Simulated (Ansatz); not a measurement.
Take a crystal in which Sr has been replaced by Be on all its sites, with the cell rescaled by a rough guess (in some cases also distorted within its space group) and nothing relaxed:

```xyz
1
Lattice="-1.7125 1.7125 1.7125 1.7125 -1.7125 1.7125 1.7125 1.7125 -1.7125" Properties=species:S:1:pos:R:3 pbc="T T T"
Be    0.0000    0.0000    0.0000
```

Theory: DFT PBEsol, scalar-relativistic, plane waves, PAW in Ansatz.

Plane waves to 420 eV, a k mesh through Γ of 18×18×18 on the computed 1-atom cell and Gaussian smearing (0.10 eV); no spin polarisation.

Question: What pressure does the cell carry?

Answer: The pressure is -21.4 GPa (positive in compression), so the cell would contract.

Question: Is it a metal on this mesh?

Answer: Yes, a band crosses the Fermi level.

This bcc form isn't the element's structure at ambient conditions.